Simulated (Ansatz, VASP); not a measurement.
Two plane-wave programs on SnSe

Contents of INCAR:

```
PREC = Accurate
ENCUT = 520
EDIFF = 1E-8
ISMEAR = -1
SIGMA = 0.05
LREAL = False
LASPH = True
NELM = 80
ALGO = Normal
ISIF = 2
LWAVE = False
LCHARG = False
GGA = PE
LEFG = True
NBANDS = 17
```

The input KPOINTS:

```
regular mesh
0
Gamma
  9 9 9
```

The input POSCAR:

```
SnSe
1.0
    0.0000000000      3.0104337128      3.0104337128
    3.0104337128      0.0000000000      3.0104337128
    3.0104337128      3.0104337128      0.0000000000
Sn Se
1 1
Direct
   -0.0750000000     -0.0750000000      0.0750000000
    0.5750000000      0.5750000000      0.4250000000
```

Input for Ansatz:

```yaml
crystal:
  lattice:
    - [0.0, 3.0104337128, 3.0104337128]
    - [3.0104337128, 0.0, 3.0104337128]
    - [3.0104337128, 3.0104337128, 0.0]
  atoms:
    - { symbol: Sn, position: [-0.075, -0.075, 0.075] }
    - { symbol: Se, position: [0.575, 0.575, 0.425] }
kpoints:
  mp_grid: { grid: [9, 9, 9] }
scf:
  occupations: { method: fermi_dirac, width: 0.05 }
hamiltonian:
  xc: pbe
  pseudopotentials: { kind: paw }
output:
  forces: true
  stress: true
  eigenvalues: true
  efg: { contact_densities: true }
  populations: true
```

Change from the starting cell: shortest bond scaled by 0.7, PAW files.

Alike in both runs: task electric field gradients; functional PBE; k mesh 9 × 9 × 9; occupations fermi-dirac, width 0.05 eV; no spin polarisation.

```csv
,VASP,Ansatz
version,VASP 6.6.1,Ansatz 0.2.0
potentials or method,"VASP PAW PBE potentials, release 64 (Sn_d, Se)","PAW with Ansatz's default frozen-core files, scalar-relativistic"
plane-wave cutoff (eV),520,420
valence electrons in the cell,20,30
```

VASP gave:

- pressure (GPa): 23.3
- largest component of the traceless stress (GPa): 38.24
- rms of the force components (eV/Å): 5.771
- Vzz of the field gradient on the site that differs most (V/Å²): -60.0

Problem. What did Ansatz give for the same quantities?

Solution. Pressure (GPa): 23.4; largest component of the traceless stress (GPa): 38.44; rms of the force components (eV/Å): 5.798; Vzz of the field gradient on the site that differs most (V/Å²): -35.1.

Atom by atom the forces differ by 0.027 eV/Å (rms over components). The two sets of potentials don't hold the same shells in valence. Ansatz warned: «gradients_without_spin_orbit».

Caveats: so large a pressure means that the cell lies far from this level's equilibrium, or that cutoff or potentials fall short (VASP); spin-orbit coupling is left out, which moves the levels of the heavy elements; an odd mesh through Γ misses points on the zone boundary, where band edges often lie; forces of over 1 eV/Å show positions far from the minimum, so gaps and moduli don't describe the material at rest.
